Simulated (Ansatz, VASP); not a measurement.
Given: the input of a run of Ansatz 0.2.0 on Os.

File input.yaml:

```yaml
crystal:
  lattice:
    - [2.770079126, 0.0, 0.0]
    - [-1.385039563, 2.3989588936, 0.0]
    - [0.0, 0.0, 4.3765446767]
  atoms:
    - { symbol: Os, position: [0.6666666667, 0.3333333333, 0.75] }
    - { symbol: Os, position: [0.3333333333, 0.6666666667, 0.25] }
hamiltonian:
  xc: pbe
  pseudopotentials: { kind: paw }
kpoints:
  mp_grid: { grid: [11, 11, 6] }
scf:
  occupations: { method: fermi_dirac, width: 0.05 }
output:
  forces: true
  stress: true
  eigenvalues: true
```

Potentials or basis: Ansatz PAW.

Run with:

```sh
$ ansatz run input.yaml --threads 1 --pin off --max-ram 3584MiB --backend cpu --events-out ev --progress --plain --runs-dir out
```

Question: Translate it to VASP 6.6.1. Potentials there: VASP PAW PBE potentials, release 64 (Os).

Answer: As run (the cutoff follows the program's own potentials):

File INCAR:

```
SYSTEM = Os
ALGO = Normal
EDIFF = 1E-7
ENCUT = 520
GGA = PE
ISIF = 2
ISMEAR = -1
LASPH = .TRUE.
LCHARG = .FALSE.
LREAL = .FALSE.
LWAVE = .FALSE.
NBANDS = 15
NELM = 100
PREC = Accurate
SIGMA = 0.05
```

The input KPOINTS:

```
k-points
0
G
  11 11 6
  0 0 0
```

File POSCAR:

```
Os
1.0
    2.7700791260      0.0000000000      0.0000000000
   -1.3850395630      2.3989588936      0.0000000000
    0.0000000000      0.0000000000      4.3765446767
Os
2
Direct
    0.6666666667      0.3333333333      0.7500000000
    0.3333333333      0.6666666667      0.2500000000
```

Potentials or basis: VASP PAW PBE potentials, release 64 (Os).

Run with:

```sh
$ cat potpaw_PBE.64/Os/POTCAR > POTCAR
$ mpirun -np 1 vasp_std > vasp.out
```

Both were run:

|  | VASP | Ansatz | Ansatz less VASP |
| --- | --- | --- | --- |
| gap on the k mesh at the Fermi level (eV) | none | none | - |
| pressure (GPa) | -7.2 | -6.9 | +0.26 |
| largest component of the traceless stress (GPa) | 0.53 | 0.43 | -0.105 |

A gap of «none» marks a metal or a gap that the smearing closes. With one functional, cell and mesh, what is left measures potentials, basis and numerics. The two sets of potentials don't hold the same shells in valence.

The runs have no spin-orbit coupling, so splittings on Os are missing.
